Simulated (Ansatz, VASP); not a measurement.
HfB in VASP and in Ansatz

```
Hf B
1.0
     0.00000    2.41688    2.41688
     2.41688    0.00000    2.41688
     2.41688    2.41688    0.00000
Hf B
1 1
Direct
  0.49926 0.50074 0.50074
  0.01221 0.98779 0.98779
```

Change from the starting cell: mode 4 frozen in at -0.059 Å, normal strain along x +0.0000.

Alike in both runs: task single point; functional PBE; k mesh 16 × 16 × 16; occupations gaussian, width 0.15 eV; no spin polarisation.

|  | VASP | Ansatz |
| --- | --- | --- |
| version | VASP 6.6.1 | Ansatz 0.2.0 |
| potentials or method | VASP PAW PBE potentials, release 64 (Hf_pv, B) | scalar-relativistic, plane waves, PAW |
| plane-wave cutoff (eV) | 520 | 520 |
| valence electrons in the cell | 13 | 29 |

|  | VASP | Ansatz | Ansatz less VASP |
| --- | --- | --- | --- |
| gap on the k mesh at the Fermi level (eV) | none | none | - |
| pressure (GPa) | 0.4 | 0.2 | -0.12 |
| largest component of the traceless stress (GPa) | 0.57 | 0.57 | -0.007 |
| rms of the force components (eV/Å) | 0.283 | 0.283 | +0.0005 |

Atom by atom the forces differ by 0.001 eV/Å (rms over components). A gap of «none» marks a metal or a gap that the smearing closes. The two sets of potentials don't hold the same shells in valence.

Spin-orbit coupling is left out, which matters for the levels of Hf.
